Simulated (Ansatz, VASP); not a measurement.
**Two plane-wave programs on CoO**

```
CELL_PARAMETERS angstrom
1.50547 0.86918 2.43993
-1.50547 0.86918 2.43993
0.00000 -1.73837 2.43993
ATOMIC_POSITIONS crystal
Co 0.99683 0.00019 0.00637
O 0.47022 0.51568 0.50987
```

Change from the starting cell: atoms moved at random, drawn with an rms of 0.05 Å.

Alike in both runs: task single point; functional PBE; k mesh 11 × 11 × 11; occupations fermi-dirac, width 0.05 eV; collinear spin, ferromagnetic start.

```csv
,VASP,Ansatz
version,VASP 6.6.1,Ansatz 0.2.0
potentials or method,"VASP PAW PBE potentials, release 64 (Co, O)",Ansatz PAW
plane-wave cutoff (eV),520,420
valence electrons in the cell,15,23
```

Ansatz gave:

| Property | Result |
| --- | --- |
| gap on the k mesh at the Fermi level (eV) | none |
| pressure (GPa) | 0.3 |
| largest component of the traceless stress (GPa) | 0.32 |
| rms of the force components (eV/Å) | 0.055 |
| net moment per atom (μB) | 1.46 |
| size of the moment on the site where the two differ most (μB) | 2.46 |

Task: Which values does VASP return?

Result: gap on the k mesh at the Fermi level (eV): none; pressure (GPa): -0.2; largest component of the traceless stress (GPa): 0.32; rms of the force components (eV/Å): 0.057; net moment per atom (μB): 1.44; size of the moment on the site where the two differ most (μB): 2.54.

Site moments also hang on the region over which each program counts them. Atom by atom the forces differ by 0.002 eV/Å (rms over components). A gap of «none» marks a metal or a gap that the smearing closes. With one functional, cell and mesh, what is left measures potentials, basis and numerics. The two sets of potentials don't hold the same shells in valence.

Caveats: a cell with one magnetic atom can't hold antiferromagnetic order, which such compounds often take; semilocal functionals often make such compounds metallic where correlation or magnetic order opens a gap, which also shifts bond lengths; the pressure holds a Pulay correction of +0.7 GPa for the finite cutoff (Ansatz).
